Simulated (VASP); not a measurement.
## CdTe: single point with PBE

The system is CdTe, a sheet with vacuum.

```
Cd Te
1.0
     3.03800    0.00000    0.00000
     0.00000    3.03800    0.00000
     0.00000    0.00000   31.57000
Cd Te
1 1
Direct
  0.00000 0.00000 0.23838
  0.50000 0.50000 0.33178
```

The cell was built by a generator and needn't be a form met in nature.

```yaml
Program: VASP 6.6.1
Task: single point
Functional: PBE
Potentials_or_basis: VASP PAW PBE potentials, release 64 (Cd, Te)
Cutoff: 520 eV
k_mesh: 9 × 9 × 1
Occupations: fermi-dirac, width 0.05 eV
Spin: no spin polarisation
Dipole_correction: yes
Further_INCAR_settings: ALGO = Normal; EDIFF = 1e-07; NBANDS = 16
```

* Largest force: 0.111 eV/Å
* Band gap on the k mesh: none (metal or under the smearing width)

Forces in eV/Å, atoms in the order of the input:
```
Cd   0.000  0.000 -0.111
Te   0.000  0.000  0.111
```

Levels at points of the mesh, in eV from the Fermi level:
| k point | band 6 | band 7 | band 8 | band 9 | band 10 | band 11 | band 12 | band 13 |
| --- | --- | --- | --- | --- | --- | --- | --- | --- |
| (0.00, 0.00, 0.00) | -7.84 | -5.71 | -2.90 | 1.60 | 2.88 | 2.88 | 3.95 | 4.30 |

Run time: 80 s on 1 thread of AMD EPYC 7R13 Processor (Zen 3), with other jobs on the host, peak memory 0.35 GiB.

The run has no spin-orbit coupling, so splittings on Te are missing.
